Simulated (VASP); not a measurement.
Here is a VASP 6.6.1 calculation.

INCAR

```
SYSTEM = CdO
PREC     = Accurate       ! precision mode
ENCUT    = 600            ! plane-wave cutoff, eV
EDIFF    = 1E-7           ! SCF threshold, eV
ISMEAR   = 0              ! smearing method
SIGMA    = 0.03           ! smearing width, eV
LREAL    = .False.        ! projectors in reciprocal space
LASPH    = .True.         ! aspherical terms in the spheres
NELM     = 80             ! most SCF steps
ALGO     = Normal         ! electronic algorithm
ISIF     = 3              ! what is computed and relaxed
LWAVE    = .False.        ! write WAVECAR
LCHARG   = .False.        ! write CHGCAR
GGA      = PS             ! functional
IBRION   = 2              ! ionic algorithm
NSW      = 90             ! ionic steps
EDIFFG   = -0.005         ! ionic threshold
KPAR     = 4
```

The input KPOINTS:

```
regular mesh
0
Gamma
  12 12 12
  0 0 0
```

The input POSCAR:

```
CdO                                     
1.0
   -0.0000000000      2.3523961157      2.3523961157
    2.3523961157     -0.0000000000      2.3523961157
    2.3523961157      2.3523961157      0.0000000000
  Cd              O             
     1     1
Direct
     0.0000000000000000    0.0000000000000000    0.0000000000000000
     0.5000000000000000    0.5000000000000000    0.5000000000000000
```

Potentials or basis: VASP PAW PBE potentials, release 64 (Cd, O).

Command:

```console
$ cat potpaw_PBE.64/Cd/POTCAR potpaw_PBE.64/O/POTCAR > POTCAR
$ mpirun -np 4 vasp_std > vasp.out
```

(1) Estimate the band gap on the k mesh.

Answers

(1) none (metal or under the smearing width).

Caveat: the relaxation stopped at its first step, so nothing moved; this crystal is a semiconductor, whose small gap the functional closes, so the metal is an error of the method.
